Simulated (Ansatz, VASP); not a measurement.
# Na in VASP and in Ansatz

```
Na
1.0
    -2.13963    2.07333    2.13963
     2.17906   -2.11830    2.22403
     2.18460    2.16328   -2.18460
Na
1
Cartesian
  0.0000 0.0000 0.0000
```

Alike in both runs: task single point; functional PBEsol; k mesh 12 × 12 × 12; occupations gaussian, width 0.1 eV; no spin polarisation.

|  | VASP | Ansatz |
| --- | --- | --- |
| version | VASP 6.6.1 | Ansatz 0.2.0 |
| potentials or method | VASP PAW PBE potentials, release 64 (Na_pv) | scalar-relativistic, plane waves, PAW |
| plane-wave cutoff (eV) | 520 | 420 |
| valence electrons in the cell | 7 | 9 |

Ansatz gave:

| Item | Value |
| --- | --- |
| gap on the k mesh at the Fermi level (eV) | none |
| pressure (GPa) | -0.7 |
| largest component of the traceless stress (GPa) | 0.09 |

Q: Estimate VASP's values.

A: gap on the k mesh at the Fermi level (eV): none; pressure (GPa): -0.5; largest component of the traceless stress (GPa): 0.09.

A gap of «none» marks a metal or a gap that the smearing closes. The two sets of potentials don't hold the same shells in valence.

Caveats: the PAW data sets were made with another functional, which shifts forces and pressure a little (VASP).
